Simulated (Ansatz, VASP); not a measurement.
# Two plane-wave programs on LiCl

```
CELL_PARAMETERS angstrom
0.00000 2.48782 2.48782
2.48782 0.00000 2.48782
2.48782 2.48782 0.00000
ATOMIC_POSITIONS crystal
Li 0.00000 0.00000 0.00000
Cl 0.50000 0.50000 0.50000
```

Change from the starting cell: strain -0.030 along x and y, -0.030 along z, atoms carried along.

Alike in both runs: task single point; functional PBE; k mesh 8 × 8 × 8; occupations gaussian, width 0.05 eV; no spin polarisation.

|  | VASP | Ansatz |
| --- | --- | --- |
| version | VASP 6.6.1 | Ansatz 0.2.0 |
| potentials or method | VASP PAW PBE potentials, release 64 (Li_sv, Cl) | scalar-relativistic, plane waves, PAW |
| plane-wave cutoff (eV) | 520 | 420 |
| valence electrons in the cell | 10 | 10 |

```csv
,VASP,Ansatz,Ansatz less VASP
gap on the k mesh at the Fermi level (eV),6.85,6.83,-0.020
least direct gap on the mesh (eV),6.90,6.89,-0.013
```

 A k mesh can miss the band edges.
